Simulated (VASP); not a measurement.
**PtS2: relaxation of cell and atoms with PBE**

The system is PtS2.

```
CELL_PARAMETERS angstrom
3.54320 0.00000 0.00000
-1.77160 3.06850 0.00000
0.00000 0.00000 5.03880
ATOMIC_POSITIONS crystal
Pt 0.00000 0.00000 0.00000
S 0.33333 0.66667 0.22700
S 0.66667 0.33333 0.77300
```

```yaml
Program: VASP 6.6.1
Task: relaxation of cell and atoms
Functional: PBE
Potentials_or_basis: VASP PAW PBE potentials, release 64 (Pt, S)
Cutoff: 600 eV
k_mesh: 9 × 9 × 5
Occupations: gaussian, width 0.03 eV
Spin: no spin polarisation
Further_INCAR_settings: ALGO = Normal; EDIFF = 1e-06; IBRION = 2; EDIFFG = -0.01; NSW = 90; ISIF = 3
```

The relaxed volume is 22.78 Å³/atom, the relaxed cell is a = 3.572 Å, b = 3.572 Å, c = 6.184 Å, α = 90.00°, β = 90.00°, γ = 120.00° and the space group after relaxing (to 0.05 Å) is P-3m1 (No. 164). The energy gained by relaxing is 62.7 meV/atom, the ionic steps are 27 and the pressure after relaxing is 0.1 GPa. The largest force after relaxing is 0.006 eV/Å and the band gap on the k mesh is 1.47 eV, indirect (least direct gap 1.50 eV).

Forces in eV/Å, atoms in the order of the input:
```
Pt   0.000  0.000  0.000
S    0.000  0.000 -0.006
S    0.000  0.000  0.006
```

Step by step:
| step | energy change (eV) | largest force (eV/Å) | pressure (GPa) | volume (Å³) |
| --- | --- | --- | --- | --- |
| 1 | 0.0000 | 1.2127 | 11.13 | 54.78 |
| 2 | 0.2406 | 1.3966 | -12.59 | 65.47 |
| 3 | -0.1406 | 0.0194 | -0.42 | 58.46 |
| 4 | -0.1408 | 0.0556 | -0.07 | 58.33 |
| 5 | -0.1408 | 0.0757 | 0.11 | 58.26 |
| 6 | -0.1481 | 0.0029 | 0.19 | 58.34 |
| 7 | -0.1528 | 0.1625 | 0.35 | 58.49 |
| 8 | -0.1529 | 0.1405 | 0.32 | 58.47 |
| 9 | -0.1558 | 0.1543 | 0.11 | 58.88 |
| 10 | -0.1629 | 0.1908 | -0.49 | 60.12 |
| 11 | -0.1709 | 0.2500 | -1.48 | 62.60 |
| 12 | -0.1719 | 0.2366 | -1.38 | 62.66 |
| 13 | -0.1747 | 0.1957 | -1.07 | 62.83 |
| 14 | -0.1790 | 0.1107 | -0.41 | 63.18 |
| 15 | -0.1818 | 0.0729 | 0.96 | 63.86 |
| 16 | -0.1819 | 0.0507 | 0.78 | 63.78 |
| 17 | -0.1827 | 0.0546 | 0.78 | 64.14 |
| 18 | -0.1847 | 0.0714 | 0.78 | 65.25 |
| 19 | -0.1865 | 0.1205 | 0.87 | 67.45 |
| 20 | -0.1879 | 0.0364 | -0.35 | 68.48 |
| 21 | -0.1881 | 0.0035 | -0.04 | 68.22 |
| 22 | -0.1881 | 0.0005 | -0.04 | 68.24 |
| 23 | -0.1882 | 0.0129 | -0.02 | 68.30 |
| 24 | -0.1882 | 0.0183 | -0.03 | 68.32 |
| 25 | -0.1882 | 0.0048 | 0.10 | 68.31 |
| 26 | -0.1882 | 0.0091 | 0.06 | 68.31 |
| 27 | -0.1882 | 0.0055 | 0.06 | 68.34 |

Final structure:
```
Pt S
1.0
     3.57230    0.00000    0.00000
    -1.78615    3.09370    0.00000
     0.00000    0.00000    6.18399
Pt S
1 2
Direct
  0.00000 0.00000 0.00000
  0.33333 0.66667 0.19840
  0.66667 0.33333 0.80160
```

Levels at points of the mesh, in eV from the valence-band top:
| k point | band 9 | band 10 | band 11 | band 12 | band 13 | band 14 |
| --- | --- | --- | --- | --- | --- | --- |
| (0.00, 0.00, 0.00) | -0.45 | -0.45 | -0.33 | 2.99 | 2.99 | 5.38 |

Wall time 8.7 min on 1 thread of Intel(R) Xeon(R) Platinum 8259CL CPU @ 2.50GHz (Skylake/Cascade Lake) (shared host), peak memory 0.22 GiB.

Caveat: the volume moved by over 15 % at a fixed basis, so the end points are rough; spin-orbit coupling is left out, which moves the levels of the heavy elements; an odd mesh through Γ misses points on the zone boundary, where band edges often lie; this functional lacks dispersion, which binds the layers, so the pressure and a relaxed spacing across them are unreliable, and here the layers came unbound; the volume moved by +25 % from the deposited cell, more than functionals usually miss. Zero-point motion and thermal expansion aren't in these numbers.
